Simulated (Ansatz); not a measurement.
The system is TiTe2.

```
CELL_PARAMETERS angstrom
3.77700 0.00000 0.00000
-1.88850 3.27098 0.00000
0.00000 0.00000 6.49800
ATOMIC_POSITIONS crystal
Te 0.33333 0.66667 0.73720
Te 0.66667 0.33333 0.26280
Ti 0.00000 0.00000 0.00000
```

Base run:

| Item | Value |
| --- | --- |
| Program | Ansatz 0.2.0 |
| Functional | PBEsol |
| Potentials or basis | Ansatz PAW |
| Cutoff | 420 eV (not typed: the program's choice for these potentials) |
| k mesh | 8 × 8 × 4 |
| Occupations | fermi-dirac, width 0.05 eV |
| Spin | no spin polarisation |
| Hubbard terms | Ti d U = 8 eV |

Its results: band gap on the k mesh none (metal or under the smearing width); pressure 6.6 GPa; largest force 0.310 eV/Å.

**Question.** After a change of settings the same cell gave: band gap on the k mesh none (metal or under the smearing width); pressure -0.8 GPa; largest force 0.102 eV/Å. Which change was it?
A. hubbard terms from Ti d U = 8 eV to Ti d U = 5 eV
B. hubbard terms from Ti d U = 8 eV to Ti d U = 2 eV
C. hubbard terms from Ti d U = 8 eV to none; hubbard projectors from ortho-atomic (the default) to none

**Answer.** B.

Caveats: this functional lacks dispersion, which binds the layers, so the pressure and a relaxed spacing across them are unreliable; U without spin polarisation on a metal has little footing; the PAW data sets come from PBE, with cores solved anew for the run's functional, which leaves a small shift of forces and pressure; the U is typed as a test and isn't derived for this compound.
